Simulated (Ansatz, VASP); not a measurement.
**One calculation of Ir, two programs**

```
CELL_PARAMETERS angstrom
0.00000 1.87650 1.87650
1.87650 0.00000 1.87650
1.87650 1.87650 0.00000
ATOMIC_POSITIONS crystal
Ir 0.00000 0.00000 0.00000
```

Change from the starting cell: volume scaled by 0.94.

Alike in both runs: task single point; functional PBEsol; k mesh 12 × 12 × 12; occupations fermi-dirac, width 0.05 eV; no spin polarisation.

|  | VASP | Ansatz |
| --- | --- | --- |
| version | VASP 6.6.1 | Ansatz 0.2.0 |
| potentials or method | VASP PAW PBE potentials, release 64 (Ir) | Ansatz PAW |
| plane-wave cutoff (eV) | 520 | 420 |
| valence electrons in the cell | 9 | 17 |

|  | VASP | Ansatz | Ansatz less VASP |
| --- | --- | --- | --- |
| gap on the k mesh at the Fermi level (eV) | none | none | - |
| pressure (GPa) | 28.7 | 27.1 | -1.58 |

A gap of «none» marks a metal or a gap that the smearing closes. The two sets of potentials don't hold the same shells in valence.

Caveats: the PAW data sets were made with another functional, which shifts forces and pressure a little (VASP); the PAW data sets come from PBE, with cores solved anew for the run's functional, which leaves a small shift of forces and pressure (Ansatz). Spin-orbit coupling is left out, which matters for the levels of Ir.
